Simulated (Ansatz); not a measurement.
SnO: relaxation of cell and atoms with HSEsol

Crystal: SnO.

```
Sn O
1.0
     3.81370    0.00000    0.00000
     0.00000    3.81370    0.00000
     0.00000    0.00000    4.88691
Sn O
2 2
Direct
  0.50000 0.00000 0.76463
  0.00000 0.50000 0.23537
  0.00000 0.00000 0.00000
  0.50000 0.50000 0.00000
```

The cell is a database's computed one.

```
Program             : Ansatz 0.2.0
Task                : relaxation of cell and atoms
Functional          : HSEsol
Potentials or basis : Ansatz PAW
Cutoff              : 420 eV (not typed: the program's choice for these potentials)
k mesh              : 4 × 4 × 3
Occupations         : fermi-dirac, width 0.05 eV
Spin                : no spin polarisation
```

* Relaxed volume: 16.91 Å³/atom
* Relaxed cell: a = 3.762 Å, b = 3.762 Å, c = 4.779 Å, α = 90.00°, β = 90.00°, γ = 90.00°
* Space group after relaxing (to 0.05 Å): P4/nmm (No. 129)
* Energy gained by relaxing: 7.6 meV/atom
* Ionic steps: 9
* Pressure after relaxing: 0.0 GPa
* Band gap on the k mesh: 0.19 eV, indirect (least direct gap 2.57 eV)

Step by step:
```tsv
step	energy change (eV)	largest force (eV/Å)	volume (Å³)
1	0.0000	0.4614	71.08
2	-0.0353	0.1029	68.33
3	-0.0366	0.0693	67.87
4	-0.0365	0.0056	68.11
5	-0.0301	0.0040	68.11
6	-0.0313	0.0015	67.74
7	-0.0304	0.0013	67.74
8	-0.0306	0.0011	67.63
9	-0.0304	0.0010	67.63
```

Final structure:
```
Sn O
1.0
     3.76203    0.00000    0.00000
     0.00000    3.76203    0.00000
     0.00000    0.00000    4.77876
Sn O
2 2
Direct
  0.50000 0.00000 0.76129
  0.00000 0.50000 0.23871
  0.00000 0.00000 0.00000
  0.50000 0.50000 0.00000
```

Levels at points of the mesh, in eV from the valence-band top:
| k point | band 18 | band 19 | band 20 | band 21 | band 22 | band 23 |
| --- | --- | --- | --- | --- | --- | --- |
| (0.00, 0.00, 0.00) | -4.39 | -4.39 | 0.00 | 2.78 | 4.90 | 5.27 |
| (0.00, -0.50, 0.00) | -6.26 | -3.50 | -3.50 | 3.83 | 3.83 | 6.75 |
| (-0.50, -0.50, 0.00) | -3.65 | -2.38 | -2.38 | 0.19 | 0.19 | 4.91 |

It took 100 s on 2 threads of Arm Neoverse V2, on a shared host, peak memory 0.92 GiB.

Caveat: the k mesh is coarse (spacing up to 0.43 Å⁻¹), so the values aren't converged, least of all with exact exchange; odd divisions of the mesh miss points on the zone boundary, where band edges often lie, so the gap on the mesh can be too wide; the plane-wave basis is chosen anew once the cell has moved, so the energies of steps on either side of that aren't comparable; the pressure holds a Pulay correction of +0.4 GPa for the finite cutoff; spin-orbit coupling is left out, which moves the levels of the heavy elements; the PAW data sets come from PBE, with cores solved anew for the run's functional, which leaves a small shift of forces and pressure. A k mesh can miss the band edges.
